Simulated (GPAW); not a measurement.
FeO (Wuestite):

```
CELL_PARAMETERS angstrom
0.00000 2.15540 2.15540
2.15540 0.00000 2.15540
2.15540 2.15540 0.00000
ATOMIC_POSITIONS crystal
Fe 0.00000 0.00000 0.00000
O 0.50000 0.50000 0.50000
```

Base run:

```yaml
Program: GPAW 26.7.0
Functional: PBEsol
Potentials_or_basis: PAW data sets generated in the run's folder for this functional
Cutoff: 800 eV
Basis: pw
k_mesh: 11 × 11 × 11
Occupations: fermi-dirac, width 0.05 eV
Spin: collinear spin, ferromagnetic start
Starting_moments: "[3.0, 0.0] μB"
Hubbard_terms: Fe d U = 8 eV
```

Its results: pressure -2.4 GPa; net moment 4.04 μB per cell; site moments Fe +3.89; O +0.12 μB.

The run is repeated on the same cell with these changes: hubbard terms from Fe d U = 8 eV to Fe d U = 4 eV. What comes out?

Pressure -5.3 GPa; net moment 4.02 μB per cell; site moments Fe +3.72; O +0.17 μB.

Caveats: a cell with one magnetic atom can't hold antiferromagnetic order, which such compounds often take.

Not every run made on this cell is shown here.
